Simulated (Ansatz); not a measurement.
Runs of Ansatz 0.2.0 on MnO2. The structure is trigonal, space group R-3m (No. 166). The conventional cell has a = 2.857 Å, b = 2.857 Å, c = 13.752 Å, α = 90.00°, β = 90.00°, γ = 120.00°. Mn (site symmetry -3m) is surrounded by 6 O at 1.90 Å. O (site symmetry 3m) has 3 Mn at 1.90 Å as nearest neighbours. Measurements of this composition are mostly on another form, of space group No. 136.

```tsv
level	gap on the mesh (eV)	pressure (GPa)	moment (μB)	relaxed volume (Å³/atom)
PBEsol+D3(BJ)	0.70	0.0	3.00	10.37
PBEsol	(a)	0.0	3.00	11.51
PBEsol+D4	0.70	0.0	3.00	(b)
PBEsol+D3(BJ)-ATM	0.70	0.0	3.00	10.45
```

Alike in all rows: task relaxation of cell and atoms; potentials or basis Ansatz PAW; spin collinear, ferromagnetic start; cell relaxed; k mesh 11 × 11 × 11; cutoff (eV) 420; smearing fermi-dirac 0.05 eV.

**Question.** Fill in the values left out.

**Answer.** (a) 0.77; (b) 10.44.

Caveats: odd divisions of the mesh miss points on the zone boundary, where band edges often lie, so the gap on the mesh can be too wide; the plane-wave basis is chosen anew once the cell has moved, so the energies of steps on either side of that aren't comparable; a cell with one magnetic atom can't hold antiferromagnetic order, which such compounds often take; the PAW data sets come from PBE, with cores solved anew for the run's functional, which leaves a small shift of forces and pressure.

A k mesh can miss the band edges.
